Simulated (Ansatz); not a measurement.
Crystal: Li2O.

```xyz
3
Lattice="0.0000 2.3269 2.3269 2.3269 0.0000 2.3269 2.3269 2.3269 0.0000" Properties=species:S:1:pos:R:3 pbc="T T T"
O     0.0000    0.0000    0.0000
Li    1.1634    1.1634    1.1634
Li    3.4903    3.4903    3.4903
```

The cell comes from a database or a generator and needn't be the stable form of this composition.

Base run:

* Program: Ansatz 0.2.0
* Functional: PBE
* Potentials or basis: Ansatz PAW
* Cutoff: 420 eV (not typed: the program's choice for these potentials)
* k mesh: 10 × 10 × 10
* Occupations: fermi-dirac, width 0.05 eV
* Spin: no spin polarisation

Its results: band gap on the k mesh 4.95 eV, indirect (least direct gap 5.11 eV); pressure -1.4 GPa.

Question: The run is repeated on the same cell with these changes: functional from PBE to r2SCAN; cutoff from 420 eV (not typed: the program's choice for these potentials) to 500 eV (not typed: the program's choice for these potentials). What comes out?

Answer: Band gap on the k mesh 5.65 eV, indirect (least direct gap 5.80 eV); pressure -4.1 GPa.

r2SCAN gives the wider gap, since meta-GGAs in the generalised Kohn-Sham scheme recover part of the derivative discontinuity.

Caveats: the PAW data sets come from PBE, with cores solved anew for the run's functional, which leaves a small shift of forces and pressure (some runs).
